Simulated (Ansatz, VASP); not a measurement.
## Zn: VASP beside Ansatz

The input INCAR:

```
SYSTEM = Zn
PREC = Accurate
ENCUT = 520
EDIFF = 1E-7
ISMEAR = -1
SIGMA = 0.05
LREAL = .FALSE.
LASPH = .TRUE.
NELM = 100
ALGO = Fast
ISIF = 2
LWAVE = .FALSE.
LCHARG = .FALSE.
GGA = PS
NBANDS = 25
```

KPOINTS

```
regular mesh
0
G
  12 12 4
  0 0 0
```

Contents of POSCAR:

```
Zn
1.0
    2.3126553924     -1.3341501334      0.0000000000
    2.3126553924      1.3341501334      0.0000000000
   -1.6229345964      0.0000000000      7.4435898014
Zn
3
Direct
    0.7780178600      0.7780178600      0.3345049800
    0.2219821400      0.2219821400      0.6654950200
    0.0000000000      0.0000000000      0.0000000000
```

File input.yaml:

```yaml
crystal:
  lattice:
    - [2.3126553924, -1.3341501334, 0.0]
    - [2.3126553924, 1.3341501334, 0.0]
    - [-1.6229345964, 0.0, 7.4435898014]
  atoms:
    - { symbol: Zn, position: [0.77801786, 0.77801786, 0.33450498] }
    - { symbol: Zn, position: [0.22198214, 0.22198214, 0.66549502] }
    - { symbol: Zn, position: [0.0, 0.0, 0.0] }
kpoints:
  mp_grid: { grid: [12, 12, 4] }
scf:
  occupations: { method: fermi_dirac, width: 0.05 }
hamiltonian:
  xc: pbesol
  pseudopotentials: { kind: all_electron, lapw: { basis_error: 0.001 } }
output:
  forces: true
  stress: true
  eigenvalues: true
```

Change from the starting cell: volume scaled by 1.06.

Alike in both runs: task single point; functional PBEsol; k mesh 12 × 12 × 4; occupations fermi-dirac, width 0.05 eV; no spin polarisation.

```csv
,VASP,Ansatz
version,VASP 6.6.1,Ansatz 0.2.0
potentials or method,"VASP PAW PBE potentials, release 64 (Zn)","all-electron LAPW, scalar-relativistic"
plane-wave cutoff (eV),520,see its input
```

```csv
,VASP,Ansatz,Ansatz less VASP
gap on the k mesh at the Fermi level (eV),none,none,-
pressure (GPa),-5.0,-5.4,-0.36
largest component of the traceless stress (GPa),3.98,4.10,+0.124
rms of the force components (eV/Å),0.005,0.005,-0.0001
```

Atom by atom the forces differ by 0.000 eV/Å (rms over components). A gap of «none» marks a metal or a gap that the smearing closes. Ansatz ran all-electron here, so the differences hold the error of VASP's frozen core and of both bases.

Caveats: the PAW data sets were made with another functional, which shifts forces and pressure a little (VASP).
